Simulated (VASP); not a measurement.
Wanted: the native input for a VASP 6.6.1 run.

```yaml
Task: single point
Functional: PBE
Potentials_or_basis: VASP PAW PBE potentials, release 64 (Zr_sv)
Cutoff: 520 eV
k_mesh: 12 × 12 × 8
Occupations: gaussian, width 0.1 eV
Spin: no spin polarisation
Dipole_correction: no
Further_INCAR_settings: ALGO = Fast; EDIFF = 1e-07; NBANDS = 32
```

The structure of Zr lies in POSCAR:

```
Zr
1.0
    4.9172965093      0.0000000000      0.0000000000
   -2.4586482547      4.2585036950      0.0000000000
    0.0000000000      0.0000000000      5.9777588880
Zr
4
Direct
    0.0000000000      0.0000000000      0.2331603354
    0.0000000000      0.0000000000      0.7668396646
    0.3333333333      0.6666666667      0.0000000000
    0.6666666667      0.3333333333      0.0000000000
```

The cell was built by a generator and needn't be a form met in nature.

One way to write it, as run:

INCAR

```
  PREC = Accurate
  ENCUT = 520
  EDIFF = 1E-7
  ISMEAR = 0
  SIGMA = 0.1
  LREAL = F
  LASPH = T
  NELM = 100
  ALGO = Fast
  ISIF = 2
  LWAVE = F
  LCHARG = T
  GGA = PE
  LELF = T
  LVHAR = T
  NBANDS = 32
```

KPOINTS

```
regular mesh
0
Gamma
  12 12 8
```

Potentials or basis: VASP PAW PBE potentials, release 64 (Zr_sv).

Command:

```sh
$ cat potpaw_PBE.64/Zr_sv/POTCAR > POTCAR
$ mpirun -np 1 vasp_std > vasp.out
```

It gave:

The pressure is 0.0 GPa and the band gap on the k mesh is none (metal or under the smearing width).

Wall time 13 min on 1 thread of AMD EPYC 9R14 (Zen 4), on a shared host, peak memory 0.41 GiB.
